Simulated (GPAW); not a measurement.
Runs of GPAW 26.7.0 on SrO. The structure is cubic, space group Fm-3m (No. 225). The conventional cell has a = 5.133 Å, b = 5.133 Å, c = 5.133 Å, α = 90.00°, β = 90.00°, γ = 90.00°. Sr (site symmetry m-3m) has 6 O at 2.57 Å as nearest neighbours. Around O (site symmetry m-3m) lie 6 Sr at 2.57 Å. 

```tsv
task	level	potentials or basis	spin	band path	band points	spin axis theta (degrees)	spin axis phi (degrees)	soc after scf	gap on the mesh (eV)	V0 of scaled cells (Å³/atom)	B0 (GPa)
equation of state	WC	PAW data sets generated in the run's folder for this functional, pw	off	-	-	-	-	-	-	16.91	94
band structure	LDA	the program's PAW data sets (release 1.2.1) made for this functional, pw	SOC, no magnetisation	GXWKGLUWLK,UX	60	0	0	second variation	3.27	-	-
equation of state	PBEsol+D4	PAW data sets generated in the run's folder for this functional, pw	off	-	-	-	-	-	-	16.74	(a)
band structure	vdW-DF	GPAW PAW data sets (gpaw-data 1.2.1), pw	SOC, no magnetisation	GXWKGLUWLK,UX	60	54.7	45	second variation	(b)	-	-
```

Alike in all rows: cell as given; k mesh 7 × 7 × 7; cutoff (eV) 800; smearing fermi-dirac 0.05 eV.

**Question.** Fill in the values left out.

**Answer.** (a) 96; (b) 3.63.

Caveats: spin-orbit coupling was added after a scalar SCF, so levels and gaps hold it while energy, forces, pressure and moments don't (some runs); this program's spin-orbit splittings come out too wide for heavy elements (some runs); the mesh misses the band edges, which the band path finds closer together (some runs); the PAW data sets were made with another functional, which shifts forces and pressure a little (some runs).

A k mesh can miss the band edges, and rows without SOC leave out spin-orbit coupling on Sr.

Runs at the PBE level aren't shown here.
